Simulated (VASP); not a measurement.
Runs of VASP 6.6.1 on GaP. It takes space group F-43m (No. 216, cubic). The conventional cell has a = 5.450 Å, b = 5.450 Å, c = 5.450 Å, α = 90.00°, β = 90.00°, γ = 90.00°. Ga (site symmetry -43m) is surrounded by 4 P at 2.36 Å. Around P (site symmetry -43m) lie 4 Ga at 2.36 Å. The cell was built by a generator and isn't the measured one.

```tsv
level	potentials or basis	k mesh	grid for exact exchange (PRECFOCK)	screening parameter	gap on the mesh (eV)	pressure (GPa)	relaxed volume (Å³/atom)
HSE06	VASP PAW PBE potentials, release 64 (Ga_d, P)	6 × 6 × 6	Fast	0.2 1/A	2.32	0.0	20.36
LDA	VASP PAW LDA potentials, release 64 (Ga_d, P)	10 × 10 × 10	-	-	1.40	0.0	19.61
r2SCAN	VASP PAW PBE potentials, release 64 (Ga_d, P)	10 × 10 × 10	-	-	(b)	0.0	(a)
PBEsol	VASP PAW PBE potentials, release 64 (Ga_d, P)	10 × 10 × 10	-	-	1.47	0.0	20.09
PBE	VASP PAW PBE potentials, release 64 (Ga_d, P)	10 × 10 × 10	-	-	1.58	0.0	(c)
```

Alike in all rows: task relaxation of cell and atoms; no spin polarisation; cell relaxed; cutoff (eV) 600; smearing fermi-dirac 0.05 eV.

Task: Estimate the missing entries.

Result: (a) 20.23; (b) 1.86; (c) 20.86.

Caveats: the PAW data sets were made with another functional, which shifts forces and pressure a little (some runs).

A k mesh can miss the band edges, and the runs leave out spin-orbit coupling on Ga.

Not every run made on this cell is shown here.
